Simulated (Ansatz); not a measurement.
Here is an Ansatz 0.2.0 calculation.

Contents of input.yaml:

```yaml
crystal:
  lattice:
    - [3.1967, 0.0, 0.0]
    - [-1.59835, 2.7684234083, 0.0]
    - [0.0, 0.0, 5.0578]
  atoms:
    - { symbol: Hf, position: [0.6666666667, 0.3333333333, 0.75] }
    - { symbol: Hf, position: [0.3333333333, 0.6666666667, 0.25] }
hamiltonian:
  xc: r2scan
  pseudopotentials: { kind: paw }
kpoints:
  mp_grid: { grid: [6, 6, 3] }
  band_path:
    path:
      - [[0.0, 0.0, 0.0], [0.5, 0.0, 0.0], [0.3333333333, 0.3333333333, 0.0], [0.0, 0.0, 0.0], [0.0, 0.0, 0.5], [0.5, 0.0, 0.5], [0.3333333333, 0.3333333333, 0.5], [0.0, 0.0, 0.5]]
      - [[0.5, 0.0, 0.5], [0.5, 0.0, 0.0]]
      - [[0.3333333333, 0.3333333333, 0.0], [0.3333333333, 0.3333333333, 0.5]]
    npoints: 14
scf:
  occupations: { method: fermi_dirac, width: 0.05 }
  n_extra_bands: 6
output:
  forces: true
  stress: true
  eigenvalues: true
  fatbands: false
```

Potentials or basis: Ansatz PAW.

Launch:

```bash
$ ansatz run input.yaml --threads 2 --pin off --max-ram 5632MiB --backend cpu --events-out ev --progress --plain --runs-dir out
```

What does it give for the band gap on the k mesh?

None (metal or under the smearing width).

Estimate the pressure.

0.3 GPa.

Stress tensor (GPa, compression positive):
```
0.48 0.00 0.00
0.00 0.48 0.00
0.00 0.00 0.03
```

Caveat: the k mesh is coarse (spacing up to 0.41 Å⁻¹), so the values aren't converged; spin-orbit coupling is left out, which moves the levels of the heavy elements; the PAW data sets come from PBE, with cores solved anew for the run's functional, which leaves a small shift of forces and pressure.
